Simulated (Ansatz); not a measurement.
We consider α-phase Li3N, described by r²SCANh (Ansatz, a first-principles code, plane waves, PAW).

Settings: plane-wave cutoff 520 eV, 9×9×8 k mesh (along the axes of the cell as run), Fermi–Dirac smearing 0.01 eV, scalar-relativistic PAW data made under PBE.

Cell (relaxed at this level):

```xyz
4
Lattice="1.7997 -3.1172 0.0000 1.7997 3.1172 0.0000 0.0000 0.0000 3.8482" Properties=species:S:1:pos:R:3 pbc="T T T"
Li     1.7997     1.0391     0.0000
Li     1.7997    -1.0391     0.0000
Li     0.0000     0.0000     1.9241
N      0.0000     0.0000     0.0000
```

Give the computed band gap.


band gap: 2.08 eV (on the SCF k mesh)

Measured, for comparison: band gap 2.15 eV (4 K, zero-point motion not removed, indirect, optical absorption, E parallel c; as tabulated in Brendecke and Bludau (1979), doi:10.1063/1.326533).

Static lattice: no zero-point or thermal effects.

Cost on a shared machine: very roughly 30 core-minutes.
